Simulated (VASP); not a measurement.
# InP (F-43m) in VASP: further runs, part 2 of 2

VASP 6.6.1.

## (5) Single point, LDA (grid = ENCUT=520 dk=0.45 cell=2x2x1 ISMEAR=0 SIGMA=0.05 LREAL=Auto EDIFF=1e-06)

Input file INCAR:

```
SYSTEM = InP
PREC = Accurate
ENCUT = 520
EDIFF = 1E-6
ISMEAR = 0
SIGMA = 0.05
LREAL = Auto
LASPH = .True.
NELM = 120
ALGO = Fast
ISIF = 2
LWAVE = .False.
LCHARG = .False.
NBANDS = 44
```

Input file KPOINTS:

```
Automatic mesh
0
Gamma
  5 5 5
  0 0 0
```

Input file POSCAR:

```
InP
1.0
    0.0000000000      5.8610000000      5.8610000000
    5.8610000000      0.0000000000      5.8610000000
    2.9305000000      2.9305000000      0.0000000000
P In
4 4
Direct
    0.0000000000      0.0000000000      0.0000000000
    0.3750000000      0.3750000000      0.7500000000
    0.8750000000      0.3750000000      0.7500000000
    0.8750000000      0.8750000000      0.7500000000
    0.0000000000      0.5000000000      0.0000000000
    0.5000000000      0.0000000000      0.0000000000
    0.5000000000      0.5000000000      0.0000000000
    0.3750000000      0.8750000000      0.7500000000
```

The run is started by

```
cat potpaw_LDA.64/P/POTCAR potpaw_LDA.64/In_d/POTCAR > POTCAR
mpirun -np 1 vasp_std > vasp.out
```

Wall time 8.7 min (1 thread of Intel Xeon Platinum 8488C (Sapphire Rapids), shared host); peak memory 0.39 GiB.

These settings aren't checked as converged: the numbers below hold their error.

What came out:

```yaml
Free_energy: -35.4446 eV
Pressure: 1.1 GPa
Largest_force: 1.930 eV/Å
Band_gap_on_the_k_mesh: none (metal or under the smearing width)
```

Caveat: the k mesh is coarse (spacing up to 0.37 Å⁻¹), so the values aren't converged.

## (6) Single point, LDA (grid = ENCUT=400 dk=0.35 cell=2x2x1 ISMEAR=0 SIGMA=0.05 LREAL=Auto EDIFF=1e-06)

INCAR, as its differences from that of step 5:

```diff
@@ -2,3 +2,3 @@
 PREC = Accurate
-ENCUT = 520
+ENCUT = 400
 EDIFF = 1E-6
```

Input file KPOINTS:

```
Automatic mesh
0
Gamma
  6 6 6
  0 0 0
```

POSCAR is that of step 5.

Potentials or basis: VASP PAW LDA potentials, release 64 (P, In_d).

The run is started by

```
cat potpaw_LDA.64/P/POTCAR potpaw_LDA.64/In_d/POTCAR > POTCAR
mpirun -np 1 vasp_std > vasp.out
```

OUTCAR:

```text
SYSTEM = InP
   PREC = Accurate
   ENCUT = 400
   EDIFF = 1E-6
   ISMEAR = 0
   LREAL = Auto
   LASPH = .True.
   NELM = 120
   ISIF = 2

 Found     80 irreducible k-points:

 Following reciprocal coordinates:
            Coordinates               Weight
  0.000000  0.000000  0.000000      1.000000
  0.166667  0.000000  0.000000      2.000000
  0.000000 -0.166667  0.000000      2.000000
  0.333333  0.000000  0.000000      2.000000
  0.000000 -0.333333  0.000000      2.000000
  0.500000  0.000000  0.000000      1.000000
   k-points           NKPTS =     80   k-points in BZ     NKDIM =     80   number of bands    NBANDS=     44
   number of dos      NEDOS =    301   number of ions     NIONS =      8
   total plane-waves  NPLWV =  81648
   dimension x,y,z NGX =    54 NGY =   54 NGZ =   28
   dimension x,y,z NGXF=   108 NGYF=  108 NGZF=   56
   ions per type =               4   4
   NGX,Y,Z   is equivalent  to a cutoff of  10.83, 10.83, 11.23 a.u.
   NGXF,Y,Z  is equivalent  to a cutoff of  21.66, 21.66, 22.46 a.u.
 SYSTEM =  InP
   PREC   = accura    normal or accurate (medium, high low for compatibility)
   ISTART =      0    job   : 0-new  1-cont  2-samecut
   ICHARG =      2    charge: 1-file 2-atom 10-const
   ISPIN  =      1    spin polarized calculation?
   LNONCOLLINEAR =      F non collinear calculations
   LSORBIT =      F    spin-orbit coupling
   LASPH  =      T    aspherical Exc in radial PAW
   ENCUT  =  400.0 eV  29.40 Ry    5.42 a.u.  13.52 13.52  6.76*2*pi/ulx,y,z
   NELM   =    120;   NELMIN=  2; NELMDL= -5     # of ELM steps
   EDIFF  = 0.1E-05   stopping-criterion for ELM
   LREAL  =      T    real-space projection
   EDIFFG = 0.1E-04   stopping-criterion for IOM
   NSW    =      0    number of steps for IOM
   IBRION =     -1    ionic relax: 0-MD 1-quasi-New 2-CG
   NFREE  =      0    steps in history (QN), initial steepest desc. (CG)
   ISIF   =      2    stress and relaxation
   ISYM   =      2    0-nonsym 1-usesym 2-fastsym
   POTIM  = 0.5000    time-step for ionic-motion
   TEBEG  =    0.0;   TEEND  =   0.0 temperature during run
   PSTRESS=    0.0 pullay stress
   NELECT =      72.0000    total number of electrons
   NUPDOWN=      -1.0000    fix difference up-down
   EMIN   =  10.00;   EMAX   =-10.00  energy-range for DOS
   EFERMI =   0.00;   METHOD = LEGACY
   ISMEAR =     0;   SIGMA  =   0.05  broadening in eV -4-tet -1-fermi 0-gaus
   EFERMI_NEDOS =   21; number of points for ismear=-14 and -15
   IALGO  =     68    algorithm
   IMIX   =      4    mixing-type and parameters
     AMIX     =   0.40;   BMIX     =  1.00
     AMIX_MAG =   1.60;   BMIX_MAG =  1.00
  volume/ion in A,a.u.               =      25.17       169.83
  Fermi-wavevector in a.u.,A,eV,Ry     =   1.162021  2.195901 18.371846  1.350293
  Thomas-Fermi vector in A             =   2.298587
   LORBIT       =      0    0 simple, 1 ext, 2 COOP (PROOUT), +10 PAW based schemes
   GGA     = CA    functional components
   LHFCALC =     F    Hartree Fock is set to
   AEXX    =    0.0000 exact exchange contribution
   IVDW    =     0    specifies the selected vdW correction
   LEPSILON=     F    determine dielectric tensor
   LRPA    =     F    only Hartree local field effects (RPA)
 non-spin polarized calculation
 RMM-DIIS sequential band-by-band and
 Gauss-broadening in eV      SIGMA  =   0.05
  energy-cutoff  :      400.00
  volume of cell :      201.33
 maximum number of plane-waves:      3699
   NGX = 27   NGY = 27   NGZ = 13

 number of electron      72.0000018 magnetization

 Free energy of the ion-electron system (eV)
  ---------------------------------------------------
  ext. energy  EPLUGINS =         0.00000000
  ---------------------------------------------------
  free energy    TOTEN  =       -35.42774604 eV

  energy without entropy =      -35.42516578  energy(sigma->0) =      -35.42645591

 E-fermi :   5.4572     XC(G=0):  -9.6397

 val. band max:        5.4473191518   @ k =   0.5000   0.0000   0.1667
 cond. band min:       5.4654967266   @ k =   0.0000  -0.1667   0.0000
 fundamental gap:      0.0181775747
 Fermi energy:         5.4571620417

 k-point     1 :       0.0000    0.0000    0.0000
  band No.  band energies     occupation
      1      -9.7304      2.00000
      2      -9.6082      2.00000
      3      -9.4636      2.00000
      4      -9.4092      2.00000
      5      -9.3698      2.00000
      6      -9.3370      2.00000
[... 36 lines left out ...]
     43       8.2398      0.00000
     44       9.2655      0.00000

 k-point     2 :       0.1667    0.0000    0.0000
  band No.  band energies     occupation
      1      -9.7304      2.00000
      2      -9.6080      2.00000
      3      -9.4601      2.00000
      4      -9.4124      2.00000
      5      -9.3674      2.00000
      6      -9.3371      2.00000
[... 36 lines left out ...]
     43       8.4811      0.00000
     44       9.2293      0.00000

 k-point     3 :       0.0000   -0.1667    0.0000
  band No.  band energies     occupation
      1      -9.7311      2.00000
      2      -9.6099      2.00000
      3      -9.4602      2.00000
      4      -9.4108      2.00000
      5      -9.3679      2.00000
      6      -9.3356      2.00000
[... 36 lines left out ...]
     43       8.3529      0.00000
     44       9.4147      0.00000

 k-point     4 :       0.3333    0.0000    0.0000
  band No.  band energies     occupation
      1      -9.7303      2.00000
      2      -9.6077      2.00000
      3      -9.4514      2.00000
      4      -9.4205      2.00000
      5      -9.3625      2.00000
      6      -9.3379      2.00000
[... 36 lines left out ...]
     43       8.8293      0.00000
     44       9.3565      0.00000

 k-point     5 :       0.0000   -0.3333    0.0000
  band No.  band energies     occupation
      1      -9.7324      2.00000
      2      -9.6130      2.00000
      3      -9.4539      2.00000
      4      -9.4139      2.00000
      5      -9.3638      2.00000
      6      -9.3330      2.00000
[... 36 lines left out ...]
     43       8.6991      0.00000
     44       9.4466      0.00000

 k-point     6 :       0.5000    0.0000    0.0000
  band No.  band energies     occupation
      1      -9.7303      2.00000
      2      -9.6075      2.00000
      3      -9.4447      2.00000
      4      -9.4268      2.00000
      5      -9.3598      2.00000
      6      -9.3384      2.00000
[... 36 lines left out ...]
     43       9.3394      0.00000
     44       9.7384      0.00000

 [... further k-points ...]

------------------------ aborting loop because EDIFF is reached ----------------------------------------

  FORCE on cell =-STRESS in cart. coord.  units (eV):
  Direction    XX          YY          ZZ          XY          YZ          ZX
  --------------------------------------------------------------------------------------
  -------------------------------------------------------------------------------------
  Total        1.5040744      1.5040744      1.3917181      0.5071002     -0.7521880      0.7521880
  in kB       11.9691894     11.9691894     11.0750751      4.0354240     -5.9857949      5.9857951
  external PRESSURE =      11.6711513 kB  Pullay stress =       0.0000000 kB

 VOLUME and BASIS-vectors are now :
 -----------------------------------------------------------------------------
  energy-cutoff  :      400.00
  volume of cell :      201.33
      direct lattice vectors                 reciprocal lattice vectors
     0.000000000  5.861000000  5.861000000    -0.085309674  0.085309674  0.085309674
     5.861000000  0.000000000  5.861000000     0.085309674 -0.085309674  0.085309674
     2.930500000  2.930500000  0.000000000     0.170619348  0.170619348 -0.170619348

 POSITION                                       TOTAL-FORCE (eV/Angst)
 -----------------------------------------------------------------------------------
      0.00000      0.00000      0.00000         0.498949     -0.498949     -0.685337
      4.39575      4.39575      4.39575        -0.125277      0.125277     -0.007795
      4.39575      7.32625      7.32625        -0.589054      0.589054     -0.903459
      7.32625      7.32625     10.25675         0.229189     -0.229189      1.555278
      2.93050      0.00000      2.93050        -0.353550      0.353550      0.182358
      0.00000      2.93050      2.93050         0.236112     -0.236112      1.968273
      2.93050      2.93050      5.86100        -0.722139      0.722139     -1.135065
      7.32625      4.39575      7.32625         0.825769     -0.825769     -0.974254
 -----------------------------------------------------------------------------------
    total drift:                               -0.000165      0.000192     -0.003362

  FREE ENERGIE OF THE ION-ELECTRON SYSTEM (eV)
  ---------------------------------------------------
  free  energy   TOTEN  =       -35.4277460422 eV

  energy  without entropy=      -35.4251657777  energy(sigma->0) =      -35.42645591
```

It took 12 min on 1 thread of Intel Xeon Platinum 8488C (Sapphire Rapids), shared host; peak memory 0.39 GiB.

The run converged, but some of its settings lie outside the range that counts as converged, so its numbers aren't taken as properties of the crystal.

What came out:

```yaml
Free_energy: -35.4277 eV
Pressure: 1.2 GPa
Largest_force: 1.996 eV/Å
Band_gap_on_the_k_mesh: none (metal or under the smearing width)
```
